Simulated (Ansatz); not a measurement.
The system is BaTiO3.

```xyz
10
Lattice="-3.8027 -0.0566 -0.0218 -0.0219 -0.0317 -4.1303 -0.1132 -7.9735 -0.0631" Properties=species:S:1:pos:R:3 pbc="T T T"
Ba   -0.2466   -3.9791   -3.7874
Ba   -0.0540   -0.2243   -3.8091
Ti   -1.7732   -1.6800   -2.1731
Ti   -2.0067   -6.1212   -2.0029
O    -1.8588   -1.9453   -0.1906
O    -1.8152   -5.5583   -0.3551
O    -2.1087   -3.6341   -2.2729
O    -2.0275   -0.2908   -2.3182
O    -3.7738   -2.1462   -1.9271
O    -0.1085   -6.6995   -2.1549
```

Base run:

- Program: Ansatz 0.2.0
- Functional: PBE
- Potentials or basis: Ansatz PAW
- Cutoff: 350 eV
- Density cutoff: 1400 eV
- k mesh: 7 × 7 × 4
- Occupations: fermi-dirac, width 0.05 eV
- Spin: no spin polarisation

Its results: band gap on the k mesh 0.33 eV, indirect (least direct gap 0.44 eV); pressure 36.6 GPa; largest force 26.563 eV/Å.

The run is repeated on the same cell with these changes: functional from PBE to PBEsol; cutoff from 350 eV to 420 eV (not typed: the program's choice for these potentials); hubbard terms from none to Ti d U = 1 eV; hubbard projectors from none to ortho-atomic (the default). What comes out?

Band gap on the k mesh 0.38 eV, indirect (least direct gap 0.49 eV); pressure 30.4 GPa; largest force 26.496 eV/Å.

Several settings changed at once, so the effect can't be laid on one alone.

Caveats: a pressure of tens of GPa on the cell as given is suspect, and the run, the potentials or the cell itself is likely at fault; spin-orbit coupling is left out, which moves the levels of the heavy elements; forces of over 1 eV/Å show positions far from the minimum, so gaps and moduli don't describe the material at rest; odd divisions of the mesh miss points on the zone boundary, where band edges often lie, so the gap on the mesh can be too wide (some runs); the pressure holds a Pulay correction of +6.0 GPa for the finite cutoff (some runs); the cutoff lies under the one recommended for these potentials (some runs); the PAW data sets come from PBE, with cores solved anew for the run's functional, which leaves a small shift of forces and pressure (some runs).

A k mesh can miss the band edges.
